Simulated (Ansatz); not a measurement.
Density of states of SiO2 (Fd-3m, a = 7.461 Å, b = 7.461 Å, c = 7.461 Å, α = 90.00°, β = 90.00°, γ = 90.00°), in states per eV and primitive cell, averaged over bins of 0.5 eV. Computed with DFT PBE, scalar-relativistic, plane waves, PAW in Ansatz.

Settings: cutoff 420 eV, Γ-centred mesh 6×6×6 on the computed 6-atom cell, Gaussian smearing of 0.02 eV; no spin polarisation.

The cell is relaxed at this level. The states (both spins) are summed by tetrahedra on a 9×9×9 mesh at the self-consistent density. Energies are bin centres; the table starts no lower than −8 eV and ends at 6 eV, or lower where the solved bands end.

The gap is 5.37 eV at this level, with the zero inside it.

| E − E_F (eV) | total | O 2p | Si 3p | O 2s | Si 3s |
| --- | --- | --- | --- | --- | --- |
| -5.50 | 5.85 | 5.01 | 0.55 | 0.17 | 0.01 |
| -5.00 | 7.19 | 6.61 | 0.33 | 0.10 | 0.00 |
| -4.50 | 6.44 | 5.99 | 0.26 | 0.07 | 0.00 |
| -4.00 | 2.50 | 2.38 | 0.06 | 0.02 | 0.00 |
| -3.50 | 5.17 | 4.96 | 0.12 | 0.02 | 0.00 |
| -3.00 | 4.57 | 4.49 | 0.04 | 0.01 | 0.00 |
| -2.50 | 0.28 | 0.27 | 0.00 | 0.00 | 0.00 |
| -2.00 | 0.00 | 0.00 | 0.00 | 0.00 | 0.00 |
| -1.50 | 0.00 | 0.00 | 0.00 | 0.00 | 0.00 |
| -1.00 | 0.00 | 0.00 | 0.00 | 0.00 | 0.00 |
| -0.50 | 0.00 | 0.00 | 0.00 | 0.00 | 0.00 |
| 0.00 | 0.00 | 0.00 | 0.00 | 0.00 | 0.00 |
| 0.50 | 0.00 | 0.00 | 0.00 | 0.00 | 0.00 |
| 1.00 | 0.00 | 0.00 | 0.00 | 0.00 | 0.00 |
| 1.50 | 0.00 | 0.00 | 0.00 | 0.00 | 0.00 |
| 2.00 | 0.00 | 0.00 | 0.00 | 0.00 | 0.00 |
| 2.50 | 0.00 | 0.00 | 0.00 | 0.00 | 0.00 |
| 3.00 | 0.18 | 0.00 | 0.02 | 0.03 | 0.07 |
| 3.50 | 0.37 | 0.01 | 0.08 | 0.06 | 0.12 |
| 4.00 | 0.56 | 0.03 | 0.16 | 0.09 | 0.15 |
| 4.50 | 0.81 | 0.04 | 0.27 | 0.14 | 0.20 |
| 5.00 | 1.04 | 0.06 | 0.37 | 0.17 | 0.22 |
| 5.50 | 1.55 | 0.11 | 0.66 | 0.20 | 0.17 |

The columns after the total are the Löwdin projections on the occupied valence shells of the potentials. The rest of the total lies in shells that are empty in the free atom, which aren't projected, and between the atoms.

This form isn't the usual stable structure of the compound.

Cost: 1 run of about 0.96 core-minutes, on Arm Neoverse V1 (shared hosts).